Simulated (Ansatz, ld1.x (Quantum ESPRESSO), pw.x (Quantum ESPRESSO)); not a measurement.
# From atom to crystal: TM potential for antimony

* Element: Sb (Z = 51)
* Generator: ld1.x (Quantum ESPRESSO) 7.5
* Type: norm-conserving Troullier–Martins (Kleinman–Bylander form)
* Functional: PBE
* Relativity: scalar-relativistic
* Frozen core: [Kr] 4d10
* Valence charge: 5
* Reference configuration: 5s2 5p1 (charge +2)
* Partial waves: 5s (bound): rc 1.85 bohr; 5p (bound): rc 2.25 bohr
* Local potential: the p channel
* Core correction: none

Crystal test: fcc Sb in pw.x 7.5, no spin, 12³ k-points, Fermi–Dirac smearing 0.01 Ry, cutoffs 45/180 Ry. The lattice is a test structure that the element need not adopt, and mesh and smearing are coarse.

pw.x input:

```
&control
  calculation='scf', prefix='x', pseudo_dir='./', outdir='./tmp', tstress=.true., disk_io='none'
/
&system
  ibrav=0, nat=1, ntyp=1, ecutwfc=45, ecutrho=180, nbnd=9,
  occupations='smearing', smearing='fd', degauss=0.01
/
&electrons
  conv_thr=1e-09, mixing_beta=0.4, electron_maxstep=70
/
ATOMIC_SPECIES
Sb 1.0 Sb.UPF
CELL_PARAMETERS angstrom
  0.00000000 2.39849443 2.39849443
  2.39849443 0.00000000 2.39849443
  2.39849443 2.39849443 0.00000000
ATOMIC_POSITIONS crystal
Sb 0.0000 0.0000 0.0000
K_POINTS automatic
12 12 12 0 0 0
```

```bash
pw.x < Sb.scf.in > Sb.scf.out
```

Q: How does the run end?

A: It converges; the pressure is -9.37 GPa against -0.00 GPa from all-electron LAPW. This is a poor potential for the solid. The log shows:

```
     number of electrons       =         5.00
     number of Kohn-Sham states=            9
     kinetic-energy cutoff     =      45.0000  Ry
     charge density cutoff     =     180.0000  Ry
     scf convergence threshold =      1.0E-09
     Exchange-correlation= PBE
     number of k points=    72  Fermi-Dirac smearing, width (Ry)=  0.0100
     iteration #  1     ecut=    45.00 Ry     beta= 0.40
     total energy              =     -11.11842810 Ry
     estimated scf accuracy    <       0.19484040 Ry
     iteration #  2     ecut=    45.00 Ry     beta= 0.40
     total energy              =     -11.09769776 Ry
     estimated scf accuracy    <       0.05892510 Ry
     iteration #  3     ecut=    45.00 Ry     beta= 0.40
     total energy              =     -11.10108746 Ry
     estimated scf accuracy    <       0.00012958 Ry
     iteration #  4     ecut=    45.00 Ry     beta= 0.40
     total energy              =     -11.10113484 Ry
     estimated scf accuracy    <       0.00000989 Ry
     iteration #  5     ecut=    45.00 Ry     beta= 0.40
     total energy              =     -11.10113526 Ry
     estimated scf accuracy    <       0.00000024 Ry
     iteration #  6     ecut=    45.00 Ry     beta= 0.40
     total energy              =     -11.10113528 Ry
     estimated scf accuracy    <          5.9E-09 Ry
     iteration #  7     ecut=    45.00 Ry     beta= 0.40
     the Fermi energy is     7.5275 ev
!    total energy              =     -11.10113528 Ry
     estimated scf accuracy    <          1.9E-10 Ry
     smearing contrib. (-TS)   =      -0.00338654 Ry
     The total energy is F=E-TS. E is the sum of the following terms:
     one-electron contribution =       4.15779914 Ry
     hartree contribution      =       0.15786584 Ry
     xc contribution           =      -2.76899963 Ry
     ewald contribution        =     -12.64441409 Ry
     convergence has been achieved in   7 iterations
          total   stress  (Ry/bohr**3)                   (kbar)     P=      -93.67
     Message from routine punch:
     Nothing written, as per user request (disk_io='none')
```
